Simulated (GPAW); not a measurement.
Moving the functional in Sb

```
CELL_PARAMETERS angstrom
-4.03001 4.03001 2.02549
4.03001 -4.03001 2.02549
4.03001 4.03001 -2.02549
ATOMIC_POSITIONS crystal
Sb 0.65126 0.15126 0.80253
Sb 0.15126 0.34874 0.50000
Sb 0.34874 0.84874 0.19747
Sb 0.84874 0.65126 0.50000
```

This isn't the form of Sb at room conditions, which is rhombohedral.

Kept alike: task band structure; k mesh 5 × 5 × 5; occupations fermi-dirac, width 0.05 eV; no spin polarisation. Program: GPAW, potentials by row: the program's PAW data sets (release 1.2.1) made for this functional (LDA); PAW data sets generated for this functional (PBEsol); GPAW PAW data sets (gpaw-data 1.2.1) (r2SCAN on files made for PBE), cutoff 600 eV. The mesh is that of the run's cell of 4 atoms. No spin-orbit coupling.

| functional | pressure (GPa) |
| --- | --- |
| LDA | -2.05 |
| PBEsol | -1.00 |
| r2SCAN | 0.53 |

Pressure is positive in compression; the values hold the error of the finite cutoff, so their zero can differ a little from the energy's minimum. For a metal such a mesh leaves the last digits unconverged.

Q: What does the functional change here?

A: The pressure runs from -2.05 (LDA) to 0.53 GPa (r2SCAN).
